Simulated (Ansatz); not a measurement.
Runs of Ansatz 0.2.0 on Cu. It takes space group Fm-3m (No. 225, cubic). Conventional cell: a = 3.615 Å, b = 3.615 Å, c = 3.615 Å, α = 90.00°, β = 90.00°, γ = 90.00°. Cu (site symmetry m-3m) has 12 Cu at 2.56 Å as nearest neighbours. 

| task | level | potentials or basis | spin | U | fixed moment (μB) | cell | k mesh | cutoff (eV) | smearing | sphere radius (all atoms) | start of the occupations | double counting | hubbard projectors | basis error allowed | other keys | gap on the mesh (eV) | pressure (GPa) | moment (μB) |
| --- | --- | --- | --- | --- | --- | --- | --- | --- | --- | --- | --- | --- | --- | --- | --- | --- | --- | --- |
| density of states | rPW86-PBE+rVV10 | all-electron PAW datasets made for the crystal | collinear, program default start | - | - | as given | 13 × 13 × 13 | 300 | gaussian 0.15 eV | - | - | - | - | - | scf.occupations.method = gaussian; scf.occupations.width = 0.15 | none | (a) | 0.00 |
| projected density of states | PBE exchange only | all-electron LAPW, relativistic spinors | SOC, no magnetisation | - | - | as given | 10 × 10 × 10 | 663 | fermi-dirac 0.05 eV | 0.895 Å | - | - | - | 0.001 eV/atom | hamiltonian.pseudopotentials.lapw.muffin_tin_radii = 0.895 | - | 23.6 | - |
| band structure | LDA | all-electron LAPW, point nuclei | collinear, ferromagnetic start | - | 1.0 | cell strained at random at fixed volume | 13 × 13 × 13 | 339 | gaussian 0.15 eV | - | - | - | - | 0.0005 eV/atom | - | - | 0.8 | - |
| band structure | revPBE-LDA | all-electron LAPW, relativistic spinors | SOC, no magnetisation | - | - | cell strained at random at fixed volume | 10 × 10 × 10 | 326 | fermi-dirac 0.025 eV | - | - | - | - | 0.0005 eV/atom | - | none | 19.3 | - |
| atomic charges | PBEsol+D4 | all-electron LAPW, relativistic spinors | SOC, no magnetisation | - | - | as given | 10 × 10 × 10 | 320 | fermi-dirac 0.05 eV | - | - | - | - | 0.0005 eV/atom | basis.ecutwfc = 320 | none | -10.4 | - |
| density of states | RPBE+D4+U | all-electron LAPW, non-relativistic | collinear, random start | Cu d U = 7 eV | - | as given | 13 × 13 × 13 | 295 | cold 0.1 eV | - | auto | amf | atomic | 0.001 eV/atom | - | none | (b) | 0.00 |
| single point | PBEsol+U | all-electron LAPW, relativistic spinors | SOC, no magnetisation | Cu d U = 5 eV | - | volume scaled by 1.04 | 10 × 10 × 10 | 286 | fermi-dirac 0.1 eV | - | auto | fll | ortho-atomic | 0.001 eV/atom | - | none | -8.4 | - |
| band structure | BLYP+D3(BJ)+ATM | all-electron LAPW, scalar-relativistic | collinear, ferromagnetic start | - | - | as given | 13 × 13 × 13 | 295 | fermi-dirac 0.025 eV | - | - | - | - | 0.001 eV/atom | - | - | -7.2 | 0.00 |

**Question.** Fill in the values left out.

**Answer.** (a) 3.5; (b) -3.4.

Caveats: pairwise dispersion overbinds metals, which lowers pressure and volume (some runs); the k mesh is thin for a metal, which can move the energy by tens of meV per atom (some runs); U is the effective U less J, on atomic orbitals that reach past the spheres (some runs); the U is typed as a test and isn't derived for this compound (some runs); the starting moments weren't kept (some runs); the program warned that the printed levels may be off, so bands, gaps and densities of states are rough (some runs); so large a pressure means that the cell lies far from this level's equilibrium, or that cutoff or potentials fall short (some runs).

A gap of «none» marks a metal or a gap under the smearing width.

The runs don't all hold the same shells in valence.

Runs at the PBE level aren't shown here.
